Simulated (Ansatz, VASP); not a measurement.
**InAs: VASP beside Ansatz**

File POSCAR:

```
InAs
1.0
    0.0000000000      3.0786645648      3.0786645648
    3.0786645648      0.0000000000      3.0786645648
    3.0786645648      3.0786645648      0.0000000000
In As
1 1
Direct
    0.0000000000      0.0000000000      0.0000000000
    0.2500000000      0.2500000000      0.2500000000
```

INCAR.step1

```
SYSTEM = InAs
PREC = Accurate ; ENCUT = 520
ISMEAR = 0 ; SIGMA = 0.02
LREAL = .FALSE. ; LASPH = .TRUE.
NELM = 60 ; NBANDS = 16
GGA = PE ; ALGO = Normal
EDIFF = 1E-4 ; LWAVE = .TRUE.
LCHARG = .FALSE.
```

The input INCAR.step2:

```
SYSTEM = InAs
PREC = Accurate ; ENCUT = 520
EDIFF = 1E-7 ; ISMEAR = 0
SIGMA = 0.02 ; LREAL = .FALSE.
LASPH = .TRUE. ; NELM = 60
ALGO = Normal ; ISIF = 2
LWAVE = .FALSE. ; LCHARG = .FALSE.
METAGGA = R2SCAN ; LMIXTAU = .TRUE.
NBANDS = 16 ; ISTART = 1
```

KPOINTS

```
regular mesh
0
G
  12 12 12
  0 0 0
```

Input for Ansatz:

```yaml
crystal:
  lattice:
    - [0.0, 3.0786645648, 3.0786645648]
    - [3.0786645648, 0.0, 3.0786645648]
    - [3.0786645648, 3.0786645648, 0.0]
  atoms:
    - { symbol: In, position: [0.0, 0.0, 0.0] }
    - { symbol: As, position: [0.25, 0.25, 0.25] }
scf:
  occupations: { method: gaussian, width: 0.02 }
output:
  forces: true
  stress: true
  eigenvalues: true
  write_density: true
  write_potential: true
  elf: true
  volumetric_format: npy
hamiltonian:
  xc: r2scan
basis:
  ecutwfc: 500
kpoints:
  mp_grid: { grid: [12, 12, 12] }
```

Alike in both runs: task single point; functional r2SCAN; k mesh 12 × 12 × 12; occupations gaussian, width 0.02 eV; no spin polarisation.

```csv
,VASP,Ansatz
version,VASP 6.6.1,Ansatz 0.2.0
potentials or method,"VASP PAW PBE potentials, release 64 (In_d, As)","scalar-relativistic, plane waves, PAW"
plane-wave cutoff (eV),520,500
valence electrons in the cell,18,28
```

|  | VASP | Ansatz | Ansatz less VASP |
| --- | --- | --- | --- |
| gap on the k mesh at the Fermi level (eV) | none | none | - |
| pressure (GPa) | -1.3 | -1.3 | +0.01 |

A gap of «none» marks a metal or a gap that the smearing closes. The two sets of potentials don't hold the same shells in valence.

Caveats: the PAW data sets were made with another functional, which shifts forces and pressure a little (VASP).
